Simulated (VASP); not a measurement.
# BaS (Fm-3m) in VASP: a series of runs

The runs below take BaS through relaxation of cell and atoms, single point, with revPBE, PBEsol, LDA.

Everything below comes from runs of VASP 6.6.1. Logs are shortened: lines on timing, memory, paths and dates and some standing lists are left out, and cuts for length are marked.

**What was measured.**

A printed reference work, monograph, original work of 1988 reports, for a bulk crystal of BaS at 2 K: band gap 3.806 eV (indirect).

The results are compared with them further down.

## 1. The cell of the first run

The structure is cubic, space group Fm-3m (No. 225). The conventional cell has a = 6.388 Å, b = 6.388 Å, c = 6.388 Å, α = 90.00°, β = 90.00°, γ = 90.00°. Ba (site symmetry m-3m) has 6 S at 3.19 Å within 4.2 Å. Within 4.2 Å of S (site symmetry m-3m) lie 6 Ba at 3.19 Å.

## 2. Relaxation of cell and atoms, revPBE

Contents of INCAR:

```
SYSTEM = BaS
PREC     = Accurate       ! precision mode
ENCUT    = 600            ! plane-wave cutoff, eV
EDIFF    = 1E-7           ! SCF threshold, eV
ISMEAR   = -1             ! smearing method
SIGMA    = 0.05           ! smearing width, eV
LREAL    = .False.        ! projectors in reciprocal space
LASPH    = .True.         ! aspherical terms in the spheres
NELM     = 60             ! most SCF steps
ALGO     = Normal         ! electronic algorithm
ISIF     = 3              ! what is computed and relaxed
LWAVE    = .False.        ! write WAVECAR
LCHARG   = .False.        ! write CHGCAR
GGA      = RE             ! functional
IBRION   = 2              ! ionic algorithm
NSW      = 80             ! ionic steps
EDIFFG   = -0.01          ! ionic threshold
```

Contents of KPOINTS:

```
Automatic mesh
0
Gamma
  7 7 7
  0 0 0
```

Contents of POSCAR:

```
BaS
1.0
    0.0000000000      3.1937500000      3.1937500000
    3.1937500000      0.0000000000      3.1937500000
    3.1937500000      3.1937500000      0.0000000000
Ba S
1 1
Direct
    0.0000000000      0.0000000000      0.0000000000
    0.5000000000      0.5000000000      0.5000000000
```

Potentials or basis: VASP PAW PBE potentials, release 64 (Ba_sv, S).

Run with:

```bash
$ cat potpaw_PBE.64/Ba_sv/POTCAR potpaw_PBE.64/S/POTCAR > POTCAR
$ mpirun -np 1 vasp_std > vasp.out
```

OUTCAR:

```text
SYSTEM = BaS
   PREC = Accurate
   ENCUT = 600
   EDIFF = 1E-7
   ISMEAR = -1
   LREAL = .False.
   LASPH = .True.
   NELM = 60
   ISIF = 3
   GGA = RE
   IBRION = 2
   NSW = 80
   EDIFFG = -0.01

 ion  position               nearest neighbor table
   1  0.000  0.000  0.000-   2 3.19   2 3.19   2 3.19   2 3.19   2 3.19   2 3.19
   2  0.500  0.500  0.500-   1 3.19   1 3.19   1 3.19   1 3.19   1 3.19   1 3.19

  LATTYP: Found a face centered cubic cell.
 ALAT       =     6.3875000000

  Lattice vectors:

 A1 = (   0.0000000000,   3.1937500000,   3.1937500000)
 A2 = (   3.1937500000,   0.0000000000,   3.1937500000)
 A3 = (   3.1937500000,   3.1937500000,   0.0000000000)

Analysis of symmetry for initial positions (statically):
=====================================================================
 Subroutine PRICEL returns:
 Original cell was already a primitive cell.

 Routine SETGRP: Setting up the symmetry group for a
 face centered cubic supercell.

 Subroutine GETGRP returns: Found 48 space group operations
 (whereof 48 operations were pure point group operations)
 out of a pool of 48 trial point group operations.

The static configuration has the point symmetry O_h .

Analysis of symmetry for dynamics (positions and initial velocities):
=====================================================================
 Subroutine PRICEL returns:
 Original cell was already a primitive cell.

 Routine SETGRP: Setting up the symmetry group for a
 face centered cubic supercell.

 Subroutine GETGRP returns: Found 48 space group operations
 (whereof 48 operations were pure point group operations)
 out of a pool of 48 trial point group operations.

The dynamic configuration has the point symmetry O_h .

 Subroutine INISYM returns: Found 48 space group operations
 (whereof 48 operations are pure point group operations),
 and found     1 'primitive' translations

----------------------------------------------------------------------------------------

                                     Primitive cell

  volume of cell :      65.1527

  direct lattice vectors                    reciprocal lattice vectors
     0.000000000  3.193750000  3.193750000    -0.156555773  0.156555773  0.156555773
     3.193750000  0.000000000  3.193750000     0.156555773 -0.156555773  0.156555773
     3.193750000  3.193750000  0.000000000     0.156555773  0.156555773 -0.156555773

  length of vectors
     4.516644565  4.516644565  4.516644565     0.271162553  0.271162553  0.271162553

  position of ions in fractional coordinates (direct lattice)
     0.000000000  0.000000000  0.000000000
     0.500000000  0.500000000  0.500000000

  ion indices of the primitive-cell ions
   primitive index   ion index
                 1           1
                 2           2

----------------------------------------------------------------------------------------

 KPOINTS: Automatic mesh

Automatic generation of k-mesh.
 Grid dimensions read from file:
 generate k-points for:    7    7    7

 Generating k-lattice:

  Cartesian coordinates                     Fractional coordinates (reciprocal lattice)
    -0.022365110  0.022365110  0.022365110     0.142857143  0.000000000  0.000000000
     0.022365110 -0.022365110  0.022365110     0.000000000  0.142857143  0.000000000
     0.022365110  0.022365110 -0.022365110     0.000000000  0.000000000  0.142857143

  Length of vectors
     0.038737508  0.038737508  0.038737508

  Shift w.r.t. Gamma in fractional coordinates (k-lattice)
     0.000000000  0.000000000  0.000000000

 Subroutine IBZKPT returns following result:
 ===========================================

 Found     20 irreducible k-points:

 Following reciprocal coordinates:
            Coordinates               Weight
  0.000000  0.000000  0.000000      1.000000
  0.142857  0.000000  0.000000      8.000000
  0.285714  0.000000  0.000000      8.000000
  0.428571  0.000000  0.000000      8.000000
  0.142857  0.142857  0.000000      6.000000
  0.285714  0.142857  0.000000     24.000000
[... 12 lines left out ...]
 -0.428571  0.428571  0.142857     24.000000
 -0.285714  0.428571  0.142857     24.000000
   k-points           NKPTS =     20   k-points in BZ     NKDIM =     20   number of bands    NBANDS=     12
   number of dos      NEDOS =    301   number of ions     NIONS =      2
   total plane-waves  NPLWV =  46656
   dimension x,y,z NGX =    36 NGY =   36 NGZ =   36
   dimension x,y,z NGXF=    72 NGYF=   72 NGZF=   72
   ions per type =               1   1
   NGX,Y,Z   is equivalent  to a cutoff of  13.25, 13.25, 13.25 a.u.
   NGXF,Y,Z  is equivalent  to a cutoff of  26.50, 26.50, 26.50 a.u.
 SYSTEM =  BaS
   PREC   = accura    normal or accurate (medium, high low for compatibility)
   ISTART =      0    job   : 0-new  1-cont  2-samecut
   ICHARG =      2    charge: 1-file 2-atom 10-const
   ISPIN  =      1    spin polarized calculation?
   LNONCOLLINEAR =      F non collinear calculations
   LSORBIT =      F    spin-orbit coupling
   LASPH  =      T    aspherical Exc in radial PAW
   ENCUT  =  600.0 eV  44.10 Ry    6.64 a.u.   9.02  9.02  9.02*2*pi/ulx,y,z
   NELM   =     60;   NELMIN=  2; NELMDL= -5     # of ELM steps
   EDIFF  = 0.1E-06   stopping-criterion for ELM
   LREAL  =      F    real-space projection
   EDIFFG = -.1E-01   stopping-criterion for IOM
   NSW    =     80    number of steps for IOM
   IBRION =      2    ionic relax: 0-MD 1-quasi-New 2-CG
   NFREE  =      1    steps in history (QN), initial steepest desc. (CG)
   ISIF   =      3    stress and relaxation
   ISYM   =      2    0-nonsym 1-usesym 2-fastsym
   POTIM  = 0.5000    time-step for ionic-motion
   TEBEG  =    0.0;   TEEND  =   0.0 temperature during run
   PSTRESS=    0.0 pullay stress
   NELECT =      16.0000    total number of electrons
   NUPDOWN=      -1.0000    fix difference up-down
   EMIN   =  10.00;   EMAX   =-10.00  energy-range for DOS
   EFERMI =   0.00;   METHOD = LEGACY
   ISMEAR =    -1;   SIGMA  =   0.05  broadening in eV -4-tet -1-fermi 0-gaus
   EFERMI_NEDOS =   21; number of points for ismear=-14 and -15
   IALGO  =     38    algorithm
   IMIX   =      4    mixing-type and parameters
     AMIX     =   0.40;   BMIX     =  1.00
     AMIX_MAG =   1.60;   BMIX_MAG =  1.00
  volume/ion in A,a.u.               =      32.58       219.84
  Fermi-wavevector in a.u.,A,eV,Ry     =   1.025189  1.937326 14.299891  1.051012
  Thomas-Fermi vector in A             =   2.159016
   LORBIT       =      0    0 simple, 1 ext, 2 COOP (PROOUT), +10 PAW based schemes
   GGA     = RE    functional components
   LHFCALC =     F    Hartree Fock is set to
   AEXX    =    0.0000 exact exchange contribution
   IVDW    =     0    specifies the selected vdW correction
   LEPSILON=     F    determine dielectric tensor
   LRPA    =     F    only Hartree local field effects (RPA)
 conjugate gradient relaxation of ions
 non-spin polarized calculation
  energy-cutoff  :      600.00
  volume of cell :       65.15
 maximum number of plane-waves:      2186
   NGX = 17   NGY = 17   NGZ = 17

--------------------------------------- Ionic step        1  -------------------------------------------

 number of electron      16.0000001 magnetization

 Free energy of the ion-electron system (eV)
  ---------------------------------------------------
  ext. energy  EPLUGINS =         0.00000000
  ---------------------------------------------------
  free energy    TOTEN  =        -9.67697101 eV

  energy without entropy =       -9.67697101  energy(sigma->0) =       -9.67697101

------------------------ aborting loop because EDIFF is reached ----------------------------------------

  FORCE on cell =-STRESS in cart. coord.  units (eV):
  Direction    XX          YY          ZZ          XY          YZ          ZX
  --------------------------------------------------------------------------------------
  -------------------------------------------------------------------------------------
  Total        1.0628904      1.0628904      1.0628904     -0.0000000      0.0000000      0.0000000
  in kB       26.1376358     26.1376358     26.1376358     -0.0000000      0.0000000      0.0000000
  external PRESSURE =      26.1376358 kB  Pullay stress =       0.0000000 kB

 VOLUME and BASIS-vectors are now :
 -----------------------------------------------------------------------------
  energy-cutoff  :      600.00
  volume of cell :       65.15
      direct lattice vectors                 reciprocal lattice vectors
     0.000000000  3.193750000  3.193750000    -0.156555773  0.156555773  0.156555773
     3.193750000  0.000000000  3.193750000     0.156555773 -0.156555773  0.156555773
     3.193750000  3.193750000  0.000000000     0.156555773  0.156555773 -0.156555773
[... 37 lines left out ...]
 POSITION                                       TOTAL-FORCE (eV/Angst)
 -----------------------------------------------------------------------------------
      3.27563      3.27563      6.55126         0.000000      0.000000      0.000000
      3.27563      3.27563      3.27563         0.000000     -0.000000     -0.000000
 -----------------------------------------------------------------------------------
    total drift:                                0.000000      0.000000      0.000000

  FREE ENERGIE OF THE ION-ELECTRON SYSTEM (eV)
  ---------------------------------------------------
  free  energy   TOTEN  =        -9.7061711099 eV

  energy  without entropy=       -9.7061711099  energy(sigma->0) =       -9.70617111

--------------------------------------- Ionic step        3  -------------------------------------------

 number of electron      16.0000000 magnetization

 Free energy of the ion-electron system (eV)
  ---------------------------------------------------
  ext. energy  EPLUGINS =         0.00000000
  ---------------------------------------------------
  free energy    TOTEN  =        -9.70815967 eV

  energy without entropy =       -9.70815967  energy(sigma->0) =       -9.70815967

 E-fermi :   2.2977     XC(G=0):  -8.2113

 val. band max:        1.2432080017   @ k =   0.0000   0.0000   0.0000
 cond. band min:       3.6072589487   @ k =   0.4286   0.4286   0.0000
 fundamental gap:      2.3640509470
 Fermi energy:         2.2977286005

 k-point     1 :       0.0000    0.0000    0.0000
  band No.  band energies     occupation
      1     -25.0635      2.00000
      2     -10.1348      2.00000
      3     -10.1348      2.00000
      4     -10.1348      2.00000
      5      -9.0140      2.00000
      6       1.2432      2.00000
      7       1.2432      2.00000
      8       1.2432      2.00000
      9       4.7327      0.00000
     10       5.1712      0.00000
     11       5.1712      0.00000
     12       5.1712      0.00000

 k-point     2 :       0.1429    0.0000    0.0000
  band No.  band energies     occupation
      1     -25.0575      2.00000
      2     -10.3768      2.00000
      3     -10.1408      2.00000
      4     -10.1408      2.00000
      5      -8.7544      2.00000
      6       0.7806      2.00000
      7       1.0115      2.00000
      8       1.0115      2.00000
      9       5.1600      0.00000
     10       5.4509      0.00000
     11       5.4509      0.00000
     12       5.4684      0.00000
[... 290 lines left out ...]
 POSITION                                       TOTAL-FORCE (eV/Angst)
 -----------------------------------------------------------------------------------
      0.00000      0.00000      0.00000         0.000000      0.000000     -0.000000
      3.25835      3.25835      3.25835        -0.000000     -0.000000      0.000000
 -----------------------------------------------------------------------------------
    total drift:                                0.000000      0.000000      0.000000

  FREE ENERGIE OF THE ION-ELECTRON SYSTEM (eV)
  ---------------------------------------------------
  free  energy   TOTEN  =        -9.7081596732 eV

  energy  without entropy=       -9.7081596732  energy(sigma->0) =       -9.70815967

 reached required accuracy - stopping structural energy minimisation
```

It took 79 s on 1 thread of Intel Xeon 8259CL, shared host; peak memory 0.22 GiB.

What came out:

* Free energy: -9.7082 eV
* Relaxed volume: 34.59 Å³/atom
* Relaxed cell: a = 4.608 Å, b = 4.608 Å, c = 4.608 Å, α = 60.00°, β = 60.00°, γ = 60.00°
* Space group after relaxing (to 0.1 Å): Fm-3m (No. 225)
* Energy gained by relaxing: 15.6 meV/atom
* Ionic steps: 3
* Pressure after relaxing: 0.0 GPa
* Band gap on the k mesh: 2.36 eV (least direct gap 2.53 eV)

The path:
| step | energy change (eV) | largest force (eV/Å) | pressure (GPa) | volume (Å³) |
| --- | --- | --- | --- | --- |
| 1 | 0.0000 | 0.0000 | 2.61 | 65.15 |
| 2 | -0.0292 | 0.0000 | -0.57 | 70.29 |
| 3 | -0.0312 | 0.0000 | 0.01 | 69.19 |

Final structure:
```
CELL_PARAMETERS angstrom
0.00000 3.25835 3.25835
3.25835 0.00000 3.25835
3.25835 3.25835 0.00000
ATOMIC_POSITIONS crystal
Ba 0.00000 0.00000 0.00000
S 0.50000 0.50000 0.50000
```

Caveat: the PAW data sets were made with another functional, which shifts forces and pressure a little; spin-orbit coupling is left out, which moves the levels of the heavy elements; an odd mesh through Γ misses points on the zone boundary, where band edges can lie.

(Part 1 of 2 ends here.)
